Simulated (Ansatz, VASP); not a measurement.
**Two plane-wave programs on AgCl**

```
CELL_PARAMETERS angstrom
3.53000 0.00000 0.00000
0.00000 4.01100 0.00000
-0.97255 0.00000 5.15201
ATOMIC_POSITIONS crystal
Ag 0.15700 0.25000 0.21000
Ag 0.84300 0.75000 0.79000
Cl 0.30800 0.25000 0.70500
Cl 0.69200 0.75000 0.29500
```

Alike in both runs: task single point; functional B3LYP; k mesh 3 × 3 × 2; no spin polarisation.

|  | VASP | Ansatz |
| --- | --- | --- |
| version | VASP 6.6.1 | Ansatz 0.2.0 |
| potentials or method | VASP PAW PBE potentials, release 64 (Ag, Cl) | plane waves, PAW |
| plane-wave cutoff (eV) | 520 | 420 |
| occupations | gaussian, width 0.01 eV | fixed |
| valence electrons in the cell | 36 | 52 |

|  | VASP | Ansatz | Ansatz less VASP |
| --- | --- | --- | --- |
| gap on the k mesh at the Fermi level (eV) | 2.57 | 2.56 | -0.015 |

The two sets of potentials don't hold the same shells in valence.

Caveats: the k mesh is coarse (spacing up to 0.61 Å⁻¹), so the values aren't converged, least of all with exact exchange; an odd mesh through Γ misses points on the zone boundary, where band edges often lie.
